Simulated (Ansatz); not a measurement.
**By hand: formation energy of GeTe (R3m) from the elements**

This concerns the formation energy of GeTe (R3m) from the elements. Reaction: Te (P3₁21) + Ge (diamond) → GeTe (R3m). A negative value means that the right-hand side lies lower. The value is per atom of the solid.

GeTe (R3m), 2 atoms in the cell; this is a cell whose start was taken from, or built on, an entry of a structure database, and that this text hasn't matched to a measured one. Conventional cell: a = b = 4.219 Å, c = 11.059 Å, α = β = 90.00°, γ = 120.00°.

Method: Ansatz (a first-principles code), PAW, neutral cells at 0 K with nuclei at rest, on structures from PBE+D3(BJ). Ansatz runs with its PAW set soft_1. Other levels take these structures. The lattices are those relaxed with PBE+D3(BJ), so at other levels the solids can be strained, which adds to the spread. A dispersion term (D3(BJ), or D4 for r2SCAN) was computed beside these levels and is taken off wherever the name lacks it. Space groups of crystals are read within 0.01 Å. The runs are scalar-relativistic, without spin-orbit coupling.

Total energies of the cells in eV, at zero smearing width. They compare only within one column; the weights balance every element.

```tsv
cell	atoms	weight	PBE	RPBE
GeTe (R3m)	2	+3	-11275.22703	-11289.80271
Te (P3₁21)	3	−1	-20940.10465	-20966.61384
Ge (diamond)	2	−3/2	-8589.96834	-8601.40619
```

PBE: 3 × (-11275.22703) − (-20940.10465) − 3/2 × (-8589.96834) = -0.624 eV; dividing by 6 atoms gives -0.10 eV/atom.

RPBE: 3 × (-11289.80271) − (-20966.61384) − 3/2 × (-8601.40619) = -0.685 eV; dividing by 6 atoms gives -0.11 eV/atom.

What follows from the PBE value: A formula unit of GeTe has 2 atoms, so it forms with -0.1040 × 2 = -0.208 eV, or -20.1 kJ/mol at 96.485 kJ/mol per eV.
